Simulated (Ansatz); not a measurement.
# VBiO4 (Clinobisvanite): the cost of one run

Code: Ansatz 0.2.0. PAW datasets, plane waves. Spin-unpolarised throughout; all numbers are computed.

## (1) The structure to begin with

The cell was relaxed beforehand with r2SCAN+rVV10.

The symmetry is I4_1/a (No. 88, tetragonal); a = 5.107 Å, c = 11.567 Å in the conventional setting, 12.57 Å³ an atom. Near V stand 4 O at 1.72 Å; near Bi stand 8 O at 2.42–2.46 Å; near O stand 1 V at 1.72 Å and 2 Bi at 2.42–2.46 Å.

As a file:

```xyz
12
Lattice="3.6107 -5.7834 -0.0365 3.6107 5.7834 -0.0365 -3.5742 0.0000 3.6472" Properties=species:S:1:pos:R:3 pbc="T T T"
V     0.9301   -4.3375    2.6989
V     2.7172    4.3375    0.8753
Bi    0.9301    1.4459    2.6989
Bi    2.7172   -1.4459    0.8753
O     2.3302   -3.4214    2.2902
O    -0.4700   -3.4214    3.1076
O     1.3171    3.4214    1.2840
O     4.1172    3.4214    0.4666
O     2.3450   -0.5298    3.0860
O    -0.4848   -0.5298    2.3118
O     1.3023    0.5298    0.4882
O     4.1321    0.5298    1.2623
```

## (2) Band structure with PBE

Input file input.yaml:

```yaml
crystal:
  lattice:
    - [3.6107098036, -5.7833614118, -0.0365206365]
    - [3.6107098036, 5.7833614118, -0.0365206365]
    - [-3.5741632789, 0.0, 3.6472256091]
  atoms:
    - { symbol: V, position: [0.8749978932, 0.1250021068, 0.75] }
    - { symbol: V, position: [0.1250021068, 0.8749978932, 0.25] }
    - { symbol: Bi, position: [0.3749987966, 0.6250012034, 0.75] }
    - { symbol: Bi, position: [0.6250012034, 0.3749987966, 0.25] }
    - { symbol: O, position: [0.935598198, 0.3439973845, 0.6407351936] }
    - { symbol: O, position: [0.6560026155, 0.064401802, 0.8592648064] }
    - { symbol: O, position: [0.064401802, 0.6560026155, 0.3592648064] }
    - { symbol: O, position: [0.3439973845, 0.935598198, 0.1407351936] }
    - { symbol: O, position: [0.7967456831, 0.7051393693, 0.8611499759] }
    - { symbol: O, position: [0.2948606307, 0.2032543169, 0.6388500241] }
    - { symbol: O, position: [0.2032543169, 0.2948606307, 0.1388500241] }
    - { symbol: O, position: [0.7051393693, 0.7967456831, 0.3611499759] }
kpoints:
  mp_grid: { grid: [8, 8, 8] }
  band_path:
    path:
      - [[0.0, 0.0, 0.0], [-2.111989517885e-06, -2.111989517932e-06, -0.4999975716881], [0.2499978880105, -0.2500021119895, -0.4999975716881], [-1.21415575333e-06, -0.5000012141558, 6.326443778499e-07], [0.0, 0.0, 0.0], [0.5, -0.5, 3.425080528848e-22], [0.2987270010787, -0.7012729989213, 5.093344510703e-07]]
      - [[-0.2987294293902, -0.2987294293902, 7.55954304697e-07], [0.0, 0.0, 0.0]]
      - [[-2.111989517885e-06, -2.111989517932e-06, -0.4999975716881], [-0.09745813080654, -0.09745813080654, -0.4025418412131]]
      - [[0.4999982996624, -0.5000017003376, -0.4025420878329], [0.5, -0.5, 3.425080528848e-22]]
    npoints: 10
hamiltonian:
  xc: pbe
scf:
  occupations: { method: fermi_dirac, width: 0.02 }
  n_extra_bands: 7
output:
  forces: true
  stress: true
  eigenvalues: true
```

On the command line:

```
ansatz run input.yaml --threads 4 --pin off --max-ram 7372MiB --backend cpu --events-out ev --progress --plain --runs-dir out
```

What time and memory should one allow on 4 threads of AMD EPYC 7R43 (Zen 3), shared host?

About 30 s, with a peak of 1.2 GiB.
